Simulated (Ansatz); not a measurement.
# BN: the cell at several levels of theory

Cell and atoms of BN, database structure are relaxed in turn with PBE-D3(BJ), r2SCAN+rVV10 and PBE-D4.

Code: Ansatz 0.2.0. PAW datasets, plane waves, zero pressure. Calculated at 0 K for a non-magnetic cell.

## 1. The system as given

It is triclinic, P1 (No. 1); a = 2.508 Å, b = 2.508 Å, c = 3.274 Å, α = 101.1°, β = 101.1°, γ = 119.8° in the conventional setting, 8.25 Å³ an atom. Around B lie 3 N at 1.40–1.52 Å; around N lie 3 B at 1.40–1.52 Å.

As a file:

```cif
data_structure
_symmetry_space_group_name_H-M 'P1'
_symmetry_Int_Tables_number 1
_cell_length_a 2.5080
_cell_length_b 2.5080
_cell_length_c 3.2738
_cell_angle_alpha 101.107
_cell_angle_beta 101.107
_cell_angle_gamma 119.807
_cell_volume 16.50
loop_
_atom_site_label
_atom_site_type_symbol
_atom_site_symmetry_multiplicity
_atom_site_Wyckoff_symbol
_atom_site_fract_x
_atom_site_fract_y
_atom_site_fract_z
_atom_site_occupancy
B1 B 1 a 0.98169 0.97784 0.99819 1
N1 N 1 a 0.34739 0.68351 0.01500 1
```

## 2. Relaxation with PBE-D3(BJ)

Input file input.yaml:

```yaml
crystal:
  lattice:
    - [2.5080409239, 0.0, 0.0]
    - [-1.2467107647, 2.1762310413, 0.0]
    - [-0.6306650796, -1.0881155206, 3.02254]
  atoms:
    - { symbol: B, position: [0.979643, 0.983499, 0.001806] }
    - { symbol: "N", position: [0.668506, 0.332385, 0.984999] }
kpoints:
  mp_grid: { grid: [12, 12, 8] }
hamiltonian:
  xc: pbe
  dispersion: d3bj
scf:
  occupations: { method: fermi_dirac, width: 0.02 }
relax:
  f_tol: 0.005
  cell: {}
```

Launch:

```
> ansatz run input.yaml --threads 2 --pin off --max-ram 2211MiB --backend cpu --events-out ev --progress --plain --runs-dir out
```

The runs that follow: r2SCAN+rVV10: cell and atoms; PBE-D4: cell and atoms.

Q: Predict the outcome of this session. Wanted: for each run, volume; space group; SCF geometries.

**Answer**, as computed:

```
       level  volume (Å³/atom)  space group  SCF geometries
  PBE-D3(BJ)             8.954           Cm              37
r2SCAN+rVV10             8.806          R3m               5
      PBE-D4             8.883          R3m               7
```

From the start to the first minimum the volume moved by +8.6 %. The volume runs from r2SCAN+rVV10 (least) to PBE-D3(BJ) (most), a spread of 1.7 %, or 0.6 % in length if all axes shared it alike. The levels do not end in the same space group: PBE-D3(BJ) Cm, r2SCAN+rVV10 R3m, PBE-D4 R3m. The meshes differ: PBE-D3(BJ) 12×12×8, r2SCAN+rVV10 12×12×12, PBE-D4 12×12×12.
